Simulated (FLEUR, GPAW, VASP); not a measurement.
# Re: 3 runs at one level of theory

```xyz
5
Lattice="2.7931 0.0000 0.0000 -1.3965 2.4189 0.0000 0.0000 0.0000 24.1221" Properties=species:S:1:pos:R:3 pbc="T T T"
Re    1.3965    0.8063    7.5000
Re    0.0000    1.6126    9.7805
Re    0.0000    0.0000   12.0611
Re    1.3965    0.8063   14.3416
Re    0.0000    1.6126   16.6221
```

Alike in all runs: task single point; functional PBE; k mesh 11 × 11 × 1; occupations fermi-dirac, width 0.05 eV; no spin polarisation; no spin-orbit coupling.

```tsv
program and potentials	plane-wave cutoff (eV)	notes	largest force (eV/Å)
FLEUR, all-electron, FLAPW	-	-	1.487
VASP, PBE PAW files Re, 520 eV	520	7 valence electrons an atom on average	1.512
GPAW, GPAW PAW data sets (gpaw-data 1.2.1)	450	13 valence electrons an atom on average	1.486
```

Force on atom 1 (Re), eV/Å:

| program and potentials | x | y | z |
| --- | --- | --- | --- |
| FLEUR, all-electron, FLAPW | 0.000 | 0.000 | 1.487 |
| VASP, PBE PAW files Re, 520 eV | 0.000 | 0.000 | 1.512 |
| GPAW, GPAW PAW data sets (gpaw-data 1.2.1) | 0.000 | 0.000 | 1.486 |

The atoms of the given cell lie far from their minimum at this level.

Differences between rows come from potentials, basis sets and numerical settings, since the functional is the same but for its coding. Runs on potential files found faulty are left out.
